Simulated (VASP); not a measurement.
Write the native input for VASP 6.6.1 that does the following.

```yaml
Task: relaxation of the atoms
Functional: PBE
Potentials_or_basis: VASP PAW PBE potentials, release 64 (Al, N)
Cutoff: 520 eV
k_mesh: 12 × 12 × 6
Occupations: gaussian, width 0.02 eV
Spin: no spin polarisation
Further_INCAR_settings: ALGO = Normal; EDIFF = 1e-07; IBRION = 2; EDIFFG = -0.002; NSW = 80
```

The structure of AlN lies in POSCAR:

```
AlN
1.0
    3.1130000000      0.0000000000      0.0000000000
   -1.5565000000      2.6959370800      0.0000000000
    0.0000000000      0.0000000000      4.9810000000
Al N
2 2
Direct
    0.3333333300      0.6666666700      0.0000000000
    0.6666666700      0.3333333300      0.5000000000
    0.3333333300      0.6666666700      0.3800000000
    0.6666666700      0.3333333300      0.8800000000
```

One way to write it, as run:

INCAR

```
ALGO = Normal
EDIFF = 1E-7
EDIFFG = -0.002
ENCUT = 520
GGA = PE
IBRION = 2
ISIF = 2
ISMEAR = 0
LASPH = T
LCHARG = F
LREAL = F
LWAVE = F
NELM = 60
NSW = 80
PREC = Accurate
SIGMA = 0.02
```

KPOINTS

```
k-points
0
Gamma
  12 12 6
```

Potentials or basis: VASP PAW PBE potentials, release 64 (Al, N).

Launch:

```bash
$ cat potpaw_PBE.64/Al/POTCAR potpaw_PBE.64/N/POTCAR > POTCAR
$ mpirun -np 1 vasp_std > vasp.out
```

Results of the run:

| Quantity | Value |
| --- | --- |
| Energy gained by relaxing | 0.3 meV/atom |
| Ionic steps | 3 |
| Pressure after relaxing | 3.4 GPa |
| Band gap on the k mesh | 4.19 eV, direct |

Run time: 25 s on 1 thread of Intel(R) Xeon(R) 6975P-C (Granite Rapids), on a shared host, peak memory 0.17 GiB.
